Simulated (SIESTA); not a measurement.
Runs of SIESTA 5.4.2 on WC (Qusongite). The structure is hexagonal, space group P-6m2 (No. 187). The conventional cell has a = 2.907 Å, b = 2.907 Å, c = 2.837 Å, α = 90.00°, β = 90.00°, γ = 120.00°. W (site symmetry -6m2) has 6 C at 2.20 Å as nearest neighbours. C (site symmetry -6m2) has 6 W at 2.20 Å as nearest neighbours. 

| task | level | potentials or basis | spin | cell | k mesh | optimiser | force tolerance | stress tolerance (GPa) | energy shift | gap on the mesh (eV) | pressure (GPa) |
| --- | --- | --- | --- | --- | --- | --- | --- | --- | --- | --- | --- |
| band structure | AM05 | PseudoDojo 0.4 standard (PBEsol files), DZP (energy shift 0.003 Ry; two zetas on semicore shells) | off | as given | 10 × 10 × 9 | - | - | - | 0.003 Ry | none | 0.6 |
| band structure | LDA | PseudoDojo 0.4 standard (LDA files), DZP (energy shift 0.003 Ry; two zetas on semicore shells) | off | as given | 10 × 10 × 9 | - | - | - | 0.003 Ry | none | -4.6 |
| band structure | vdW-DF-cx | PseudoDojo 0.4 standard (PBE files), DZP (energy shift 0.003 Ry; two zetas on semicore shells) | off | as given | 10 × 10 × 9 | - | - | - | 0.003 Ry | none | (a) |
| relaxation of cell and atoms | AM05 | PseudoDojo 0.4 standard (PBEsol files), DZP (energy shift 0.002 Ry) | collinear, ferromagnetic start | relaxed | 8 × 8 × 7 | Broyden | 0.01 eV/Å | 0.05 | 0.002 Ry | none | 0.0 |
| band structure | PBE | PseudoDojo 0.4 standard (PBE files), DZP (energy shift 0.003 Ry; two zetas on semicore shells) | off | as given | 10 × 10 × 9 | - | - | - | 0.003 Ry | none | 11.6 |

Alike in all rows: smearing fermi-dirac 0.05 eV; grid cutoff 800 Ry.

Question: Estimate the missing entries.

Answer: (a) 5.3.

Caveats: the basis of atomic orbitals isn't converged, which shifts pressures, moduli and gaps; short orbitals over semicore shells can move pressures by several GPa (some runs); the potentials were made for another functional, which shifts forces and pressure (some runs); semicore shells carry a single zeta, which can move pressures by several GPa and volumes by a few percent (some runs).

A k mesh can miss the band edges, and the runs leave out spin-orbit coupling on W.

A gap of «none» marks a metal or a gap under the smearing width.

Not every run made on this cell is shown here.
